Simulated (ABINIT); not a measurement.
Wanted: the native input for an ABINIT 10.8.3 (patched build) run.

- Task: single point
- Functional: PBE
- Potentials or basis: PseudoDojo NC SR PBE v0.5 standard
- Cutoff: 1143 eV
- k mesh: 12 × 12 × 12
- Occupations: fermi-dirac, width 0.05 eV
- Spin: no spin polarisation

BN:

```xyz
2
Lattice="1.2511 0.7223 3.3729 -1.2511 0.7223 3.3729 0.0000 -1.4447 3.3729" Properties=species:S:1:pos:R:3 pbc="T T T"
N     0.0000    0.0000    6.7517
B     0.0000    0.0000    0.0033
```

The cell is a database's computed one.

These files were run (other wordings do the same):

run.abi

```
# Pseudopotentials
pp_dirpath "./"
pseudos "N.upf, B.upf"

# Structure
acell 3*1.0
rprim
     2.3642775188     1.3650162619     6.3739222586
    -2.3642775188     1.3650162619     6.3739222586
     0.0000000000    -2.7300325238     6.3739222586
ntypat 2
znucl 7 5
natom 2
typat 1 2
xred
     0.6672382000     0.6672382000     0.6672382000
     0.0003288000     0.0003288000     0.0003288000

# Plane-wave basis
ecut 42.0

# k points
kptopt 1
ngkpt 12 12 12
nshiftk 1
shiftk 0.0 0.0 0.0

# Exchange and correlation
ixc 11

# Bands and occupations
nband 8
occopt 3
tsmear 0.00183747

# SCF cycle
nstep 100
tolvrs 1.0e-10

# Output
iomode 3
prtwf 0
prtden 0
prteig 0
prtebands 0
enunit 2
```

Potentials or basis: PseudoDojo NC SR PBE v0.5 standard.

The run is started by

```bash
$ abinit run.abi > log 2>&1
```

It gave:

```yaml
Pressure: 3.2 GPa
Largest_force: 0.004 eV/Å
Band_gap_on_the_k_mesh: 4.31 eV, indirect (least direct gap 4.72 eV)
All_electrons_inside_the_program's_atomic_spheres: N 5.77; B 3.53
```

Run time: 2.1 min on 1 thread of Arm Neoverse V1, with other jobs on the host, peak memory 0.12 GiB.
